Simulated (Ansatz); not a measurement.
## SnO: clamped-ion strain scan

These are results of DFT r2SCAN, scalar-relativistic, plane waves, PAW (Ansatz), not measurements. The runs took a 500 eV cutoff, a Γ-centred 8×6×6 mesh and Gaussian smearing (0.05 eV). No spin polarisation. Energies are free energies at this smearing, counted from the undisturbed cell; pressure is positive in compression.

Reference structure (as given, not relaxed at this level; it stands at -3.1 GPa; this form isn't the usual structure):

```yaml
crystal:
  lattice:
    - [3.35500, 0.00000, 0.00000]
    - [0.00000, 5.67410, 0.00000]
    - [0.00000, 0.00000, 4.22197]
  atoms:
    - { symbol: Sn, position: [0.00000, 0.23191, 0.51314] }
    - { symbol: Sn, position: [0.50000, 0.76809, 0.01314] }
    - { symbol: O, position: [0.00000, 0.89125, 0.73686] }
    - { symbol: O, position: [0.50000, 0.10875, 0.23686] }
```

The cell holds layers and no dispersion correction was added, so their binding is poorly described.

The cell is strained by ε times the Voigt pattern (0, 1, 0, 0, 0, 0) (xx, yy, zz, yz, xz, xy; engineering shear) with fractional coordinates fixed.

ε, ΔE (meV/atom) and a bar:
```
  -0.0200       -2.8
  -0.0150       -2.8
  -0.0100       -2.3 #
  -0.0050       -1.4 ####
   0.0000        0.0 #######
   0.0050        1.8 ###########
   0.0100        4.0 #################
   0.0150        6.5 #######################
   0.0175        8.0 ##########################
   0.0200        9.5 ##############################
```